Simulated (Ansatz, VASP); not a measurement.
**Two plane-wave programs on HfO2**

```
Hf O
1.0
     0.00000    2.52207    2.52207
     2.52207    0.00000    2.52207
     2.52207    2.52207    0.00000
Hf O
1 2
Direct
  0.00000 0.00000 0.00000
  0.25000 0.25000 0.25000
  0.75000 0.75000 0.75000
```

Measurements of this composition are mostly on another form, of space group No. 14.

Alike in both runs: task single point; functional PBEsol; k mesh 8 × 8 × 8; occupations gaussian, width 0.05 eV; no spin polarisation.

```csv
,VASP,Ansatz
version,VASP 6.6.1,Ansatz 0.2.0
potentials or method,"VASP PAW PBE potentials, release 64 (Hf_pv, O)","scalar-relativistic, plane waves, PAW"
plane-wave cutoff (eV),520,520
valence electrons in the cell,22,38
```

Ansatz gave:

| Property | Result |
| --- | --- |
| gap on the k mesh at the Fermi level (eV) | 3.69 |
| least direct gap on the mesh (eV) | 3.69 |
| pressure (GPa) | 0.0 |

**Question.** Which values does VASP return?

**Answer.** gap on the k mesh at the Fermi level (eV): 3.71; least direct gap on the mesh (eV): 3.71; pressure (GPa): -3.8.

The functional is the same, so the differences come from potentials, cutoffs and numerics. The two sets of potentials don't hold the same shells in valence. Ansatz warned: «pseudo_functional_mismatch».

Caveats: the PAW data sets were made with another functional, which shifts forces and pressure a little (VASP); spin-orbit coupling is left out, which moves the levels of the heavy elements. A k mesh can miss the band edges. PBEsol gaps usually lie below the measured ones, often by a third to a half.
